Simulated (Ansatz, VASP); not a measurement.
Given: the input of a run of VASP 6.6.1 on ZnS.

Contents of INCAR:

```
SYSTEM = ZnS
PREC = Accurate
ENCUT = 520
EDIFF = 1E-6
ISMEAR = -1
SIGMA = 0.05
LREAL = .FALSE.
LASPH = .TRUE.
NELM = 100
ALGO = Normal
ISIF = 2
LWAVE = .FALSE.
LCHARG = .FALSE.
GGA = RE
NBANDS = 16
```

KPOINTS

```
Automatic mesh
0
G
  9 9 9
  0 0 0
```

File POSCAR:

```
ZnS
1.0
    0.0000000000      2.7549938462      2.7549938462
    2.7549938462      0.0000000000      2.7549938462
    2.7549938462      2.7549938462      0.0000000000
Zn S
1 1
Direct
    0.7500000000      0.7500000000      0.7500000000
    0.0000000000      0.0000000000      0.0000000000
```

Potentials or basis: VASP PAW PBE potentials, release 64 (Zn, S).

Run with:

```bash
$ cat potpaw_PBE.64/Zn/POTCAR potpaw_PBE.64/S/POTCAR > POTCAR
$ mpirun -np 1 vasp_std > vasp.out
```

Task: Set up the same calculation for Ansatz 0.2.0. Potentials there: Ansatz PAW.

Result: As run (the cutoff follows the program's own potentials):

input.yaml

```yaml
crystal:
  lattice:
    - [0.0, 2.7549938462, 2.7549938462]
    - [2.7549938462, 0.0, 2.7549938462]
    - [2.7549938462, 2.7549938462, 0.0]
  atoms:
    - { symbol: Zn, position: [0.75, 0.75, 0.75] }
    - { symbol: S, position: [0.0, 0.0, 0.0] }
hamiltonian:
  xc: revpbe
  pseudopotentials: { kind: paw }
kpoints:
  mp_grid: { grid: [9, 9, 9] }
scf:
  occupations: { method: fermi_dirac, width: 0.05 }
output:
  forces: true
  stress: true
  eigenvalues: true
```

Potentials or basis: Ansatz PAW.

Command:

```sh
$ ansatz run input.yaml --threads 2 --pin off --max-ram 5120MiB --backend cpu --events-out ev --progress --plain --runs-dir out
```

Both were run:

|  | VASP | Ansatz | Ansatz less VASP |
| --- | --- | --- | --- |
| gap on the k mesh at the Fermi level (eV) | 1.99 | 1.99 | 0.000 |
| least direct gap on the mesh (eV) | 1.99 | 1.99 | 0.000 |
| pressure (GPa) | -0.5 | -0.6 | -0.09 |

With one functional, cell and mesh, what is left measures potentials, basis and numerics.

Caveats: the PAW data sets were made with another functional, which shifts forces and pressure a little (VASP); odd divisions of the mesh miss points on the zone boundary, where band edges often lie, so the gap on the mesh can be too wide (Ansatz); the PAW data sets come from PBE, with cores solved anew for the run's functional, which leaves a small shift of forces and pressure (Ansatz). A hybrid or GW would open this gap; revPBE tends to underestimate it.
